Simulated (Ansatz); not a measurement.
## TiAl3: strain energy, fitted

TiAl3, I4/mmm, a = 3.845 Å, c = 8.623 Å. Ansatz: PBE, PAW, 420 eV, Γ-centred 10×10×4 mesh on 8 atoms, Gaussian smearing 0.10 eV; no spin polarisation. Series: equal strain along all axes, cell held, atoms fixed by symmetry; x is the strain in per cent. y is the free energy over the unstrained cell, V0 = 15.938 Å³/atom.

| x (%) | y (meV/atom) |
| --- | --- |
| -3.0 | 46.64 |
| -2.0 | ? |
| -1.0 | 4.84 |
| 0.0 | 0.00 |
| 1.0 | 4.64 |
| 2.0 | 17.89 |
| 3.0 | 38.98 |

Task: Fit y = c2 x² + c3 x³ to the other rows, turn c2 into a modulus, and predict the missing energy.

Result: Least squares on the rows shown. y = 4.7564 x² − 0.14180 x³. In eV per unit strain² c2 is 47.56; the stiffness is B for this strain (E = 9/2 B V0 ε², shape held): 2 × 47.56 × 160.2 / (9 × 15.938) = 106 GPa. At x = -2.0 the fit asked for gives 20.16 meV/atom. The run gave 20.06 meV/atom, so the fit is 0.10 meV/atom too high, a small miss on the scale of the series.